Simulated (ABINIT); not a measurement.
Crystal: TiCo.

```
CELL_PARAMETERS angstrom
2.98611 0.00000 0.00000
0.00000 2.98611 0.00000
0.00000 0.00000 2.98611
ATOMIC_POSITIONS crystal
Co 0.50000 0.50000 0.50000
Ti 0.00000 0.00000 0.00000
```

The cell comes from a database or a generator and needn't be the stable form of this composition.

Base run:

```yaml
Program: ABINIT 10.8.3 (patched build)
Functional: LDA
Potentials_or_basis: JTH PAW LDA v2.0
Cutoff: 544 eV
k_mesh: 9 × 9 × 9
Occupations: fermi-dirac, width 0.05 eV
Spin: collinear spin, ferromagnetic start
Starting_moments: "[2.0, 1.0] μB"
```

Its results: band gap on the k mesh none (metal or under the smearing width); net moment 0.48 μB per cell; site moments Co +0.52; Ti -0.02 μB.

Problem. The run is repeated on the same cell with these changes: k mesh from 9 × 9 × 9 to 5 × 5 × 5. What comes out?

Solution. Band gap on the k mesh none (metal or under the smearing width); net moment 0.88 μB per cell; site moments Co +0.84; Ti +0.04 μB.

Caveats: some runs use coarse meshes; small starting moments can end in a higher magnetic state in this program.

Not every run made on this cell is shown here.
